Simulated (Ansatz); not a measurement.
**Field gradients of In2O3 from run to run**

Cell of run 1: a structure deposited in the COD whose atoms were relaxed with PBE, the cell held.

```
CELL_PARAMETERS angstrom
-5.06000 5.06000 5.06000
5.06000 -5.06000 5.06000
5.06000 5.06000 -5.06000
ATOMIC_POSITIONS crystal
In 0.50006 0.50006 0.50006
In 0.50000 0.00000 0.99994
In 0.99994 0.50000 0.00000
In 0.00000 0.99994 0.50000
In 0.25000 0.21623 0.96623
In 0.75000 0.28377 0.53377
In 0.96623 0.25000 0.21623
In 0.53377 0.75000 0.28377
In 0.21623 0.96623 0.25000
In 0.28377 0.53377 0.75000
In 0.25000 0.71630 0.46630
In 0.75000 0.78370 0.03370
In 0.46630 0.25000 0.71630
In 0.03370 0.75000 0.78370
In 0.71630 0.46630 0.25000
In 0.78370 0.03370 0.75000
O 0.45418 0.46386 0.22744
O 0.73642 0.22674 0.27256
O 0.04582 0.27326 0.00969
O 0.76358 0.03614 0.49031
O 0.22744 0.45418 0.46386
O 0.27256 0.73642 0.22674
O 0.00969 0.04582 0.27326
O 0.49031 0.76358 0.03614
O 0.46386 0.22744 0.45418
O 0.22674 0.27256 0.73642
O 0.27326 0.00969 0.04582
O 0.03614 0.49031 0.76358
O 0.77256 0.54577 0.53609
O 0.50968 0.23647 0.96391
O 0.72744 0.26353 0.77320
O 0.99032 0.95423 0.72680
O 0.53609 0.77256 0.54577
O 0.96391 0.50968 0.23647
O 0.77320 0.72744 0.26353
O 0.72680 0.99032 0.95423
O 0.54577 0.53609 0.77256
O 0.23647 0.96391 0.50968
O 0.26353 0.77320 0.72744
O 0.95423 0.72680 0.99032
```

Atoms are numbered from 1 in the order listed; like atoms form one site, named after its first atom.

All runs are DFT with Ansatz 0.2.0 (plane waves and PAW, scalar-relativistic unless spin–orbit coupling is named, Γ-centred meshes, Fermi–Dirac smearing where given) in this cell.

Run 1: PBE, atoms relaxed; 420 eV, 3×3×3 k-points, smearing 0.02 eV.
Run 2: r2SCAN, at the relaxed atoms; 500 eV, 3×3×3 k-points, smearing 0.02 eV.
Run 3: PBE with spin–orbit coupling, at the relaxed atoms; 420 eV, 3×3×3 k-points, smearing 0.02 eV.
Run 4: PBE, gradients read without the response of the cores, at the relaxed atoms; 420 eV, 3×3×3 k-points, smearing 0.02 eV.

(1) What does each run give, and what moves the gradients most?

Results:

(1) 

| run | In1 V_zz (η) | In5 V_zz (η) | O V_zz (η) |
| --- | --- | --- | --- |
| 1 | 8.36 (0.00) | 5.28 (0.96) | -2.51 (0.43) |
| 2 | 8.28 (0.00) | 5.24 (0.94) | -2.51 (0.26) |
| 3 | 8.30 (0.00) | 5.24 (0.95) | -2.51 (0.43) |
| 4 | 7.60 (0.00) | 4.74 (0.92) | -2.57 (0.43) |

V_zz in 10²¹ V/m². Against run 1, the gradient tensors on these sites move by at most 0.21 in run 2 (O), 0.06 in run 3 (In1), 0.76 in run 4 (In1). Taken one at a time, the response of the cores moves the tensors on these sites by up to 0.76 (largest principal value of the change, on In1), the functional (r2SCAN with its higher cutoff) by 0.21 (O), spin–orbit coupling by 0.06 (In1).

The database positions were far from equilibrium, so the relaxed structure may not be the compound's real one. The cell isn't the equilibrium one in runs 1, 3, 4 (calculated pressure 8, 8, 8 GPa), and the entry's cell may itself be off.
